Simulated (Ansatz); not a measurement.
The system is Al.

```
Al
1.0
     2.81246    0.00000    0.00000
    -1.40623    2.43566    0.00000
     0.00000    0.00000    4.86685
Al
2
Direct
  0.33333 0.66667 0.25000
  0.66667 0.33333 0.75000
```

This isn't the form of Al at room conditions, which is fcc.

```yaml
Program: Ansatz 0.2.0
Task: relaxation of cell and atoms
Functional: PBE
Dispersion: D4
Potentials_or_basis: Ansatz PAW
Cutoff: "420 eV (not typed: the program's choice for these potentials)"
k_mesh: 11 × 11 × 6
Occupations: fermi-dirac, width 0.05 eV
Spin: no spin polarisation
```

At the start: volume 16.67 Å³/atom.

Where does the relaxation end?

It ends after 5 steps and the volume is 15.97 Å³/atom (-4.2 %); space group P6_3/mmc (No. 194, to 0.05 Å).

The path:
```tsv
step	energy change (eV)	largest force (eV/Å)	volume (Å³)
1	0.0000	0.0000	33.34
2	-0.0327	0.0000	31.51
3	-0.0341	0.0000	31.97
4	-0.0341	0.0000	31.94
5	-0.0338	0.0000	31.94
```

Final structure:
```yaml
crystal:
  lattice:
    - [2.81477, 0.00000, 0.00000]
    - [-1.40738, 2.43766, 0.00000]
    - [0.00000, 0.00000, 4.65444]
  atoms:
    - { symbol: Al, position: [0.33333, 0.66667, 0.25000] }
    - { symbol: Al, position: [0.66667, 0.33333, 0.75000] }
```

Caveat: the plane-wave basis is chosen anew once the cell has moved, so the energies of steps on either side of that aren't comparable; pairwise dispersion overbinds metals, which lowers pressure and volume.
